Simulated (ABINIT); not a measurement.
A calculation with ABINIT 10.8.3 (patched build) of Pr (native input, structure from a POSCAR):

run.abi

```
# Pseudopotentials
pp_dirpath "./"
pseudos "Pr.GGA_PBE-JTH.xml"

# Structure
structure "poscar:POSCAR"
natom 1

# Plane-wave basis
ecut 20.0
pawecutdg 40.0

# k points
kptopt 1
ngkpt 9 9 9
nshiftk 1
shiftk 0.0 0.0 0.0

# Exchange and correlation
ixc 11

# Bands and occupations
nband 14
occopt 3
tsmear 0.05 eV

# Spin
nsppol 2
spinat
     0.0000000000     0.0000000000     2.0000000000

# SCF cycle
nstep 100
tolvrs 1.0e-9

# Output
iomode 3
prtwf 0
prtden 0
prteig 0
prtebands 0
enunit 1
```

POSCAR

```
Pr
1.0
   -2.1944725387      2.1944725387      1.8859478524
    2.1944725387     -2.1944725387      1.8859478524
    2.1944725387      2.1944725387     -1.8859478524
Pr
1
Direct
    0.0000000000      0.0000000000      0.0000000000  Pr
```

Potentials or basis: JTH PAW PBE v2.0.

Run with:

```sh
$ abinit run.abi > log 2>&1
```

This isn't the form of Pr at room conditions, which is double hcp.

Q: Write the same calculation in another form: ASE script, Cartesian positions.

A: As run:

The input run.py:

```python
import json, os
import numpy as np
from ase.units import GPa
from ase.calculators.abinit import Abinit, AbinitProfile
from ase.io import read

atoms = read('Pr.xyz')
atoms.set_initial_magnetic_moments([2.0])

profile = AbinitProfile(command='abinit', pp_paths=[os.path.abspath('pseudos')])
params = dict(
    pps='pawxml', xc='PBE',
    ecut=544.2277,
    pawecutdg=1088.4554,
    kptopt=1,
    ngkpt=[9, 9, 9],
    nshiftk=1,
    shiftk=[0.0, 0.0, 0.0],
    ixc=11,
    nband=14,
    occopt=3,
    tsmear=0.05,
    nstep=100,
    tolvrs=1e-09,
    prtwf=0,
    prtden=0,
)

atoms.calc = Abinit(profile=profile, directory='run', **params)
energy = atoms.get_potential_energy()
forces = atoms.get_forces()
stress = atoms.get_stress()
print(f'energy {energy:.6f} eV')
print('forces (eV/A)')
print(np.round(forces, 5))
print('stress (GPa, Voigt, tension positive)', np.round(stress / GPa, 4))
json.dump(dict(energy=energy, forces=forces.tolist(), stress=stress.tolist(), cell=atoms.cell.tolist(), frac=atoms.get_scaled_positions(wrap=False).tolist()), open('results.json', 'w'))
```

Contents of Pr.xyz:

```xyz
1
Lattice="-2.1944725387 2.1944725387 1.8859478524 2.1944725387 -2.1944725387 1.8859478524 2.1944725387 2.1944725387 -1.8859478524" Properties=species:S:1:pos:R:3 pbc="T T T"
Pr     0.0000000000      0.0000000000      0.0000000000
```

Potentials or basis: JTH PAW PBE v2.0.

Run with:

```console
$ python run.py
```

Both were run:

|  | native input, structure from a POSCAR | ASE script, Cartesian positions |
| --- | --- | --- |
| Pressure | -3.8 GPa | -3.8 GPa |
| Band gap on the k mesh | none (metal or under the smearing width) | none (metal or under the smearing width) |
| Net moment | 2.99 μB per cell | 2.99 μB per cell |
| Site moments | Pr +2.38 μB | Pr +2.38 μB |
| Valence electrons inside the program's atomic spheres | Pr 10.17 (radii [1.3322] Å) | Pr 10.17 (radii [1.3322] Å) |

Keys that steer only the numerical path or the files written may differ.

Caveat: the magnetic or orbital state may not be the lowest; spin-orbit coupling is left out, which moves the levels of the heavy elements.
